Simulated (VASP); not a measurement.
Set up this calculation in VASP 6.6.1, as the native input.

* Task: dielectric tensor
* Functional: PBE
* Potentials or basis: VASP PAW PBE potentials, release 64 (Zn, Se)
* Cutoff: 600 eV
* k mesh: 14 × 14 × 14
* Occupations: gaussian, width 0.03 eV
* Spin: no spin polarisation
* Monkhorst-Pack mesh: yes
* Further INCAR settings: ALGO = Normal; EDIFF = 1e-08

The structure of ZnSe (Stilleite) lies in POSCAR:

```
ZnSe                                    
1.0
    0.0000000000      2.8694707347      2.8694707347
    2.8694707347      0.0000000000      2.8694707347
    2.8694707347      2.8694707347      0.0000000000
  Zn              Se            
     1     1
Direct
     0.0000000000000000    0.0000000000000000    0.0000000000000000
     0.2500000000000000    0.2500000000000000    0.2500000000000000
```

One way to write it, as run:

INCAR

```
PREC = Accurate ; ENCUT = 600
EDIFF = 1E-8 ; ISMEAR = 0
SIGMA = 0.03 ; LREAL = F
LASPH = T ; NELM = 80
ALGO = Normal ; ISIF = 2
LWAVE = F ; LCHARG = F
GGA = PE ; LEPSILON = T
```

KPOINTS

```
regular mesh
0
Monkhorst-Pack
  14 14 14
```

Potentials or basis: VASP PAW PBE potentials, release 64 (Zn, Se).

Launch:

```sh
$ cat potpaw_PBE.64/Zn/POTCAR potpaw_PBE.64/Se/POTCAR > POTCAR
$ mpirun -np 1 vasp_std > vasp.out
```

It gave:

```
Electronic dielectric tensor (diagonal) : 7.34
Born charges (mean of the diagonal)     : Zn +2.11; Se -2.11 e
```

It took 27 min on 1 thread of Intel(R) Xeon(R) 6975P-C (Granite Rapids), with other jobs on the host, peak memory 2.4 GiB.
